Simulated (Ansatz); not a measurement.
## Structure optimisation: zirconium, fcc

The calculation used DFT, PBEsol, plane waves (420 eV) with PAW, scalar-relativistic (Ansatz 0.2.0). The PAW files were generated under PBE, with cores re-solved for the functional.

k-point mesh 12×12×12, Fermi-Dirac smearing 0.1 eV, no spin polarisation. Cell and atoms relax.

Starting structure:

```yaml
crystal:
  lattice:
    - [0.0, 2.2663258114, 2.2663258114]
    - [2.2663258114, 0.0, 2.2663258114]
    - [2.2663258114, 2.2663258114, 0.0]
  atoms:
    - { symbol: Zr, position: [0.0, 0.0, 0.0] }
hamiltonian:
  xc: pbesol
  pseudopotentials:
    kind: paw
    azcp:
      Zr: "pseudopotentials/Zr.paw.azcp"
basis:
  ecutwfc: 420
  fft_grid_basis: typed
kpoints:
  mp_grid: { grid: [12, 12, 12], shift: [0, 0, 0] }
magnetization:
  spin_polarized: false
scf:
  occupations: { method: fermi_dirac, width: 0.1 }
relax:
  max_steps: 60
  f_tol: 0.01
  cell: {}
```

**Question.** What cell does the relaxation end in?

**Answer.** Fm-3m with a = 4.464 Å; 22.24 Å³ per atom against 23.28 at the start (-4.5 %).

**Question.** How much energy does the relaxation gain?

**Answer.** 13.7 meV per atom.

Path of the relaxation (the plane waves are chosen anew near the end, which can shift the energy a little):

```
step  E − E(final) (meV/atom)  V (Å³/atom)  P (GPa)  max force (eV/Å)
   0                    13.68       23.281    -4.05             0.000
   1                    10.48       21.369     4.06             0.000
   2                    -0.05       22.285    -0.21             0.000
   3                    -0.09       22.237    -0.01             0.000
   4                     0.00       22.237    -0.01             0.000
```
